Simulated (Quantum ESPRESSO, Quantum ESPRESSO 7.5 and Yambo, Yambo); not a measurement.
**Quasiparticle gap of MgI2 (1T monolayer) in Yambo**

Wanted: ground state, empty states, screening and self-energy for MgI2 (1T monolayer).

Program: Quantum ESPRESSO 7.5 and Yambo 5.3.0. Level of theory: PBE and many-body steps on it, plane waves. Results are calculated unless marked as measured.

### Step 1. The structure

The cell holds 3 atoms: 1 Mg and 2 I. Its edges and angles: a = 4.208 Å, b = 4.208 Å, c = 16.000 Å, α = 90.0°, β = 90.0°, γ = 120.0°. Vacuum lies along c.

Structure file:

```cif
data_structure
_symmetry_space_group_name_H-M 'P 1'
_symmetry_Int_Tables_number 1
_cell_length_a 4.2075
_cell_length_b 4.2075
_cell_length_c 16.0000
_cell_angle_alpha 90.000
_cell_angle_beta 90.000
_cell_angle_gamma 120.000
_cell_volume 245.31
loop_
_atom_site_label
_atom_site_type_symbol
_atom_site_fract_x
_atom_site_fract_y
_atom_site_fract_z
_atom_site_occupancy
Mg1 Mg 0.00000 0.00000 0.50000 1
I2 I 0.33333 0.66667 0.60469 1
I3 I 0.66667 0.33333 0.39531 1
```

The structure was relaxed with PBE. The runs that relaxed it are not among those shown. Spin-orbit coupling is left out unless a step names it.

### Step 2. Ground state

This step: Quantum ESPRESSO 7.5; DFT, PBE, plane waves, norm-conserving pseudopotentials.

The ground-state density comes first.

Contents of pw.in:

```
&control
  calculation = 'scf'
  prefix = 'x'
  outdir = 'o'
  pseudo_dir = 'pseudo'
/
&system
  ibrav = 0
  nat = 3
  ntyp = 2
  ecutwfc = 76.0
  nbnd = 35
  force_symmorphic = .true.
/
&electrons
  conv_thr = 1e-10
  electron_maxstep = 80
  mixing_beta = 0.5
/
ATOMIC_SPECIES
  Mg 24.305 Mg.upf
  I 126.9 I.upf
CELL_PARAMETERS angstrom
  4.2075425951 0.0000000002 0.0000000000
  -2.1037712978 3.6438387748 0.0000000000
  0.0000000000 0.0000000000 16.0000000000
ATOMIC_POSITIONS crystal
  Mg 0.0000000000 0.0000000000 0.5000000000
  I 0.3333333333 0.6666666667 0.6046917629
  I 0.6666666667 0.3333333333 0.3953082371
K_POINTS automatic
  9 9 1 0 0 0
```

The run is started by

```sh
$ OMP_NUM_THREADS=1 mpirun -n 4 pw.x -nk 4 -in pw.in > pw.out
```

What it wrote:

```text
Program PWSCF v.7.5 starts

     This program is part of the open-source Quantum ESPRESSO suite
     for quantum simulation of materials; please cite
         "P. Giannozzi et al., J. Phys.:Condens. Matter 21 395502 (2009);
         "P. Giannozzi et al., J. Phys.:Condens. Matter 29 465901 (2017);
         "P. Giannozzi et al., J. Chem. Phys. 152 154105 (2020);
     in publications or presentations arising from this work. More details at
     Message from routine setup:
     using ibrav=0 with symmetry is DISCOURAGED, use correct ibrav instead

     G-vector sticks info

     bravais-lattice index     =            0
     lattice parameter (alat)  =       7.9511  a.u.
     unit-cell volume          =    1655.4050 (a.u.)^3
     number of atoms/cell      =            3
     number of atomic types    =            2
     number of electrons       =        60.00
     number of Kohn-Sham states=           35
     kinetic-energy cutoff     =      76.0000  Ry
     charge density cutoff     =     304.0000  Ry
     scf convergence threshold =      1.0E-10
     mixing beta               =       0.5000
     number of iterations used =            8  plain     mixing
     Exchange-correlation= PBE
                           (   1   4   3   4   0   0   0)

     celldm(1)=   7.951103  celldm(2)=   0.000000  celldm(3)=   0.000000
     celldm(4)=   0.000000  celldm(5)=   0.000000  celldm(6)=   0.000000

     crystal axes: (cart. coord. in units of alat)
               a(1) = (   1.000000   0.000000   0.000000 )
               a(2) = (  -0.500000   0.866025   0.000000 )
               a(3) = (   0.000000   0.000000   3.802695 )

     reciprocal axes: (cart. coord. in units 2 pi/alat)
               b(1) = (  1.000000  0.577350 -0.000000 )
               b(2) = ( -0.000000  1.154701  0.000000 )
               b(3) = (  0.000000 -0.000000  0.262971 )
     Pseudo is Norm-conserving, Zval = 10.0
     Generated using ONCVPSP code by D. R. Hamann
     Using radial grid of 1510 points,  4 beta functions with:
     Pseudo is Norm-conserving + core correction, Zval = 25.0
     Generated using ONCVPSP code by D. R. Hamann
     Using radial grid of 1188 points,  8 beta functions with:
     Mg               10.00    24.30500     Mg( 1.00)
     I                25.00   126.90000     I ( 1.00)

     12 Sym. Ops., with inversion, found

   Cartesian axes

     site n.     atom                  positions (alat units)
         1        Mg     tau(   1) = (   0.0000000   0.0000000   1.9013474  )
         2        I      tau(   2) = (  -0.0000000   0.5773503   2.2994582  )
         3        I      tau(   3) = (   0.5000000   0.2886751   1.5032365  )

     number of k points=    12
                       cart. coord. in units 2pi/alat
        k(    1) = (   0.0000000   0.0000000   0.0000000), wk =   0.0246914
        k(    2) = (  -0.0000000   0.1283001   0.0000000), wk =   0.1481481
        k(    3) = (  -0.0000000   0.2566001   0.0000000), wk =   0.1481481
        k(    4) = (  -0.0000000   0.3849002   0.0000000), wk =   0.1481481
        k(    5) = (  -0.0000000   0.5132002   0.0000000), wk =   0.1481481
        k(    6) = (   0.1111111   0.1924501   0.0000000), wk =   0.1481481
        k(    7) = (   0.1111111   0.3207501   0.0000000), wk =   0.2962963
        k(    8) = (   0.1111111   0.4490502   0.0000000), wk =   0.2962963
        k(    9) = (   0.1111111   0.5773503   0.0000000), wk =   0.1481481
        k(   10) = (   0.2222222   0.3849002   0.0000000), wk =   0.1481481
        k(   11) = (   0.2222222   0.5132002   0.0000000), wk =   0.2962963
        k(   12) = (   0.3333333   0.5773503   0.0000000), wk =   0.0493827

     Dense  grid:   148115 G-vectors     FFT dimensions: (  45,  45, 180)

     Initial potential from superposition of free atoms

     starting charge      59.9990, renormalised to      60.0000
     Starting wfcs are   31 randomized atomic wfcs +    4 random wfcs

     per-process dynamical memory:   124.0 Mb

     Self-consistent Calculation

     iteration #  1     ecut=    76.00 Ry     beta= 0.50

     Threshold (ethr) on eigenvalues was too large:
     Diagonalizing with lowered threshold

     total energy              =   -1369.68211360 Ry
     estimated scf accuracy    <       0.04795071 Ry

     iteration #  2     ecut=    76.00 Ry     beta= 0.50

     total energy              =   -1369.68655170 Ry
     estimated scf accuracy    <       0.00759788 Ry

     iteration #  3     ecut=    76.00 Ry     beta= 0.50

     total energy              =   -1369.68780681 Ry
     estimated scf accuracy    <       0.00210587 Ry

     iteration #  4     ecut=    76.00 Ry     beta= 0.50

     total energy              =   -1369.68816983 Ry
     estimated scf accuracy    <       0.00015213 Ry

     iteration #  5     ecut=    76.00 Ry     beta= 0.50

     total energy              =   -1369.68818511 Ry
     estimated scf accuracy    <       0.00000840 Ry

     iteration #  6     ecut=    76.00 Ry     beta= 0.50

     total energy              =   -1369.68818658 Ry
     estimated scf accuracy    <       0.00000064 Ry

     iteration #  7     ecut=    76.00 Ry     beta= 0.50

     total energy              =   -1369.68818677 Ry
     estimated scf accuracy    <       0.00000004 Ry

     iteration #  8     ecut=    76.00 Ry     beta= 0.50

     total energy              =   -1369.68818679 Ry
     estimated scf accuracy    <          3.4E-09 Ry

     iteration #  9     ecut=    76.00 Ry     beta= 0.50

     total energy              =   -1369.68818679 Ry
     estimated scf accuracy    <          5.2E-10 Ry

     iteration # 10     ecut=    76.00 Ry     beta= 0.50

     End of self-consistent calculation

          k = 0.0000 0.0000 0.0000 ( 18419 PWs)   bands (ev):

  -175.5452-175.5452-122.4088-122.4088-122.4087-122.4087-122.3940-122.3940
   -76.6254 -44.7980 -44.7980 -44.7945 -44.7945 -44.7885 -44.7885 -44.7870
   -44.7870 -44.7809 -44.7787 -43.3674 -43.3666 -43.3666 -13.1387 -12.6400
    -4.2486  -1.9687  -1.6675  -1.6675  -1.4034  -1.4034   2.5756   3.5133
     4.6202   4.8716   5.3299

          k =-0.0000 0.1283 0.0000 ( 18461 PWs)   bands (ev):

  -175.5452-175.5452-122.4088-122.4088-122.4088-122.4088-122.3940-122.3940
   -76.6254 -44.8005 -44.8002 -44.7995 -44.7994 -44.7981 -44.7943 -44.7921
   -44.7882 -44.7807 -44.7783 -43.3674 -43.3668 -43.3666 -13.0820 -12.6065
    -4.1993  -2.2333  -1.8622  -1.8099  -1.7537  -1.4278   2.9668   3.9570
     4.5596   4.8941   5.2334

          k =-0.0000 0.2566 0.0000 ( 18499 PWs)   bands (ev):

  -175.5452-175.5452-122.4089-122.4088-122.4088-122.4088-122.3941-122.3940
   -76.6254 -44.8132 -44.8049 -44.8028 -44.8009 -44.8005 -44.7944 -44.7906
   -44.7901 -44.7842 -44.7825 -43.3673 -43.3671 -43.3667 -12.9283 -12.5222
    -4.1287  -3.0804  -2.4405  -2.0894  -1.8503  -1.5426   3.1872   4.1070
     4.8547   5.0975   5.7215

          k =-0.0000 0.3849 0.0000 ( 18507 PWs)   bands (ev):

     [... further k-points ...]

     highest occupied, lowest unoccupied level (ev):    -1.4034    2.3118

!    total energy              =   -1369.68818679 Ry
     estimated scf accuracy    <          3.7E-11 Ry

     The total energy is the sum of the following terms:
     one-electron contribution =   -2880.81579134 Ry
     hartree contribution      =    1382.53106620 Ry
     xc contribution           =    -174.49976277 Ry
     ewald contribution        =     303.09630112 Ry

     convergence has been achieved in  10 iterations

     XML data file, charge density, pseudopotentials, collected wavefunctions

=------------------------------------------------------------------------------=
   JOB DONE.
=------------------------------------------------------------------------------=
```

Wall time 45 s (4 MPI ranks of Arm Neoverse V1, shared host); peak memory 0.81 GiB; 3 min of CPU time.

Numbers from this step:

```
total energy               : -18635.5571 eV
gap                        : 3.715 eV
k of the valence top       : 0, 0, 0
k of the conduction bottom : 0, 0.4444, 0
least direct gap           : 3.979 eV
```

The gap is indirect, with the least direct gap 0.26 eV higher.

### Step 3. Bands along the symmetry lines

The cheap functional maps the bands first; the places of the edges decide which points the dearer methods must see.

Contents of pw.in:

```
&control
  calculation = 'bands'
  prefix = 'x'
  outdir = 'o'
  pseudo_dir = 'pseudo'
/
&system
  ibrav = 0
  nat = 3
  ntyp = 2
  ecutwfc = 76.0
  nbnd = 36
  force_symmorphic = .true.
/
&electrons
  conv_thr = 1e-9
  electron_maxstep = 80
  diago_full_acc = .true.
  diago_thr_init = 5e-6
/
ATOMIC_SPECIES
  Mg 24.305 Mg.upf
  I 126.9 I.upf
CELL_PARAMETERS angstrom
  4.2075425951 0.0000000002 0.0000000000
  -2.1037712978 3.6438387748 0.0000000000
  0.0000000000 0.0000000000 16.0000000000
ATOMIC_POSITIONS crystal
  Mg 0.0000000000 0.0000000000 0.5000000000
  I 0.3333333333 0.6666666667 0.6046917629
  I 0.6666666667 0.3333333333 0.3953082371
K_POINTS crystal
  25
  0.00000000 0.00000000 0.00000000 1
  0.06250000 0.00000000 0.00000000 1
  0.12500000 0.00000000 0.00000000 1
  0.18750000 0.00000000 0.00000000 1
  0.25000000 0.00000000 0.00000000 1
  0.31250000 0.00000000 0.00000000 1
  0.37500000 0.00000000 0.00000000 1
  0.43750000 0.00000000 0.00000000 1
  0.50000000 0.00000000 0.00000000 1
  0.47916667 0.04166667 0.00000000 1
  0.45833333 0.08333333 0.00000000 1
  0.43750000 0.12500000 0.00000000 1
  0.41666666 0.16666666 0.00000000 1
  0.39583333 0.20833333 0.00000000 1
  0.37500000 0.25000000 0.00000000 1
  0.35416666 0.29166666 0.00000000 1
  0.33333333 0.33333333 0.00000000 1
  0.29166666 0.29166666 0.00000000 1
  0.25000000 0.25000000 0.00000000 1
  0.20833333 0.20833333 0.00000000 1
  0.16666666 0.16666666 0.00000000 1
  0.12500000 0.12500000 0.00000000 1
  0.08333333 0.08333333 0.00000000 1
  0.04166667 0.04166667 0.00000000 1
  0.00000000 0.00000000 0.00000000 1
```

What it wrote:

```text
[banner, memory and clock lines left out]
Program PWSCF v.7.5 starts

     Atomic positions and unit cell read from directory:
     o/x.save/

     Message from routine setup:
     using ibrav=0 with symmetry is DISCOURAGED, use correct ibrav instead

     G-vector sticks info

     bravais-lattice index     =            0
     lattice parameter (alat)  =       7.9511  a.u.
     unit-cell volume          =    1655.4050 (a.u.)^3
     number of atoms/cell      =            3
     number of atomic types    =            2
     number of electrons       =        60.00
     number of Kohn-Sham states=           36
     kinetic-energy cutoff     =      76.0000  Ry
     charge density cutoff     =     304.0000  Ry
     Exchange-correlation= PBE
                           (   1   4   3   4   0   0   0)

     celldm(1)=   7.951103  celldm(2)=   0.000000  celldm(3)=   0.000000
     celldm(4)=   0.000000  celldm(5)=   0.000000  celldm(6)=   0.000000

     crystal axes: (cart. coord. in units of alat)
               a(1) = (   1.000000   0.000000   0.000000 )
               a(2) = (  -0.500000   0.866025   0.000000 )
               a(3) = (   0.000000   0.000000   3.802695 )

     reciprocal axes: (cart. coord. in units 2 pi/alat)
               b(1) = (  1.000000  0.577350 -0.000000 )
               b(2) = ( -0.000000  1.154701  0.000000 )
               b(3) = (  0.000000 -0.000000  0.262971 )
     Pseudo is Norm-conserving, Zval = 10.0
     Generated using ONCVPSP code by D. R. Hamann
     Using radial grid of 1510 points,  4 beta functions with:
     Pseudo is Norm-conserving + core correction, Zval = 25.0
     Generated using ONCVPSP code by D. R. Hamann
     Using radial grid of 1188 points,  8 beta functions with:
     Mg               10.00    24.30500     Mg( 1.00)
     I                25.00   126.90000     I ( 1.00)

     12 Sym. Ops., with inversion, found

   Cartesian axes

     site n.     atom                  positions (alat units)
         1        Mg     tau(   1) = (   0.0000000   0.0000000   1.9013474  )
         2        I      tau(   2) = (  -0.0000000   0.5773503   2.2994582  )
         3        I      tau(   3) = (   0.5000000   0.2886751   1.5032365  )

     number of k points=    25
                       cart. coord. in units 2pi/alat
        k(    1) = (   0.0000000   0.0000000   0.0000000), wk =   0.0800000
        k(    2) = (   0.0625000   0.0360844   0.0000000), wk =   0.0800000
        k(    3) = (   0.1250000   0.0721688   0.0000000), wk =   0.0800000
[...]
[... 13 further rows ...]
        k(   24) = (   0.0416667   0.0721688   0.0000000), wk =   0.0800000
        k(   25) = (   0.0000000   0.0000000   0.0000000), wk =   0.0800000

     Dense  grid:   148115 G-vectors     FFT dimensions: (  45,  45, 180)

     The potential is recalculated from file :
     o/x.save/charge-density

     Starting wfcs are   31 randomized atomic wfcs +    5 random wfcs

     Band Structure Calculation

     End of band structure calculation

          k = 0.0000 0.0000 0.0000 ( 18419 PWs)   bands (ev):

  -175.5452-175.5452-122.4088-122.4088-122.4088-122.4088-122.3941-122.3941
   -76.6255 -44.7980 -44.7980 -44.7946 -44.7946 -44.7885 -44.7885 -44.7871
   -44.7871 -44.7810 -44.7788 -43.3675 -43.3666 -43.3666 -13.1387 -12.6400
    -4.2486  -1.9687  -1.6675  -1.6675  -1.4034  -1.4034   2.5756   3.5133
     4.6202   4.8716   5.3299   5.3299

          k = 0.0625 0.0361 0.0000 ( 18413 PWs)   bands (ev):

  -175.5452-175.5452-122.4088-122.4088-122.4088-122.4088-122.3941-122.3941
[...]
4.6089   4.8820   5.2442   5.4003

          k = 0.1250 0.0722 0.0000 ( 18463 PWs)   bands (ev):

  -175.5453-175.5453-122.4089-122.4089-122.4089-122.4088-122.3941-122.3941
[...]
4.5593   4.8957   5.2620   5.5898

[...]
k = 0.0417 0.0722 0.0000 ( 18417 PWs)   bands (ev):

  -175.5452-175.5452-122.4088-122.4088-122.4088-122.4088-122.3941-122.3941
[...]
4.6004   4.8849   5.2255   5.4273

          k = 0.0000 0.0000 0.0000 ( 18419 PWs)   bands (ev):

  -175.5452-175.5452-122.4088-122.4088-122.4088-122.4088-122.3941-122.3941
[...]
-44.7871 -44.7810 -44.7788 -43.3675 -43.3666 -43.3666 -13.1387 -12.6400
    -4.2486  -1.9687  -1.6675  -1.6675  -1.4034  -1.4034   2.5756   3.5133
     4.6202   4.8716   5.3299   5.3299

     XML data file, pseudopotentials, collected wavefunctions
```

It took 24 s on 4 MPI ranks; peak memory 0.62 GiB.

This step gave:

| Item | Value |
| --- | --- |
| gap | 3.665 eV |
| k of the valence top | 0, 0, 0 |
| k of the conduction bottom | 0.5, 0, 0 |
| least direct gap | 3.979 eV |

The gap is 3.665 eV, −0.050 eV from the run before at this level.

Electronic bands along the path, in eV, zero at the top of the highest filled band:

```csv
point,band 27,band 28,band 29,band 30,band 31,band 32,band 33,band 34
Γ,-0.26,-0.26,0.00,0.00,3.98,4.92,6.02,6.28
halfway,-1.17,-0.76,-0.45,-0.18,4.48,5.54,6.24,6.64
M,-1.25,-1.11,-0.62,-0.40,3.67,5.52,5.83,6.71
halfway,-1.72,-1.36,-0.72,-0.56,4.20,6.28,6.38,6.82
K,-2.29,-1.79,-0.67,-0.67,4.45,6.54,6.54,7.97
halfway,-1.55,-0.73,-0.65,-0.35,4.74,6.09,6.14,6.73
Γ,-0.26,-0.26,0.00,0.00,3.98,4.92,6.02,6.28
```

(Continued in part 2 of 3.)

[Paths, hosts, dates, memory and timing lines, banners, echoed tables and standing remarks are left out of the program output.]

[Logs are printed without paths, hosts, clocks, repeated set-up lines and the standing remarks that a program may print on its own settings, such as how far it seeks lower states.]

[Runs of the session that timed out or met a known fault of the program may be left out.]

[Hosts, paths, dates, database ids (printed as entryN), source tags and the programs' standing remarks are cut or masked in the printed files.]
